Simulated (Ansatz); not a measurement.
# SnSe under changes of volume

One of the cells (27.271 Å³/atom); the others are scaled copies at fixed shape and fractional positions:

```
Sn Se
1.0
     0.00000    3.01000    3.01000
     3.01000    0.00000    3.01000
     3.01000    3.01000    0.00000
Sn Se
1 1
Direct
  0.00000 0.00000 0.00000
  0.50000 0.50000 0.50000
```

Measurements of this composition are mostly on another form, of space group No. 62.

* Program: Ansatz 0.2.0
* Functional: BPBE
* Dispersion: D3(BJ)-ATM
* Potentials or basis: Ansatz PAW earlier set
* Cutoff: 640 eV (not typed: the program's choice for these potentials)
* k mesh: 8 × 8 × 8
* Occupations: methfessel-paxton, width 0.01 eV
* Spin: spin-orbit coupling, no magnetisation

```tsv
volume (Å³/atom)	energy over the lowest point (meV/atom)	pressure (GPa)	gap on the mesh (eV)
25.635	0.00	-1.0	0.77
26.180	5.34	-2.1	0.74
26.725	14.39	-3.2	0.71
27.271	?	?	?
27.816	42.02	-4.9	0.54
28.362	59.73	-5.5	0.46
28.907	79.08	-5.8	0.39
```

Q: What does the run at 27.271 Å³/atom give?

A: Energy over the lowest point 26.75 meV/atom; pressure -4.1 GPa; gap on the mesh 0.62 eV.

Worked out: A Birch-Murnaghan fit of order 3 (a polynomial in V^(-2/3)) to the other rows has its minimum at 25.28 Å³/atom, just outside them, with B0 = V·E''(V) = 69 GPa and B' = 6.4. It gives 26.87 meV/atom at 27.271 Å³/atom, against the run's 26.75, and -dE/dV = -4.1 GPa, against -4.1. A parabola through the other rows of the gap, of slope -3.38 eV per unit of ln V there, gives 0.63 eV, against the run's 0.62.

Energies are extrapolated to zero smearing.

Caveats: the PAW data sets come from PBE, with cores solved anew for the run's functional, which leaves a small shift of forces and pressure; the dispersion damping was fitted for another functional or another form of the correction.

A mesh can miss the band edges.
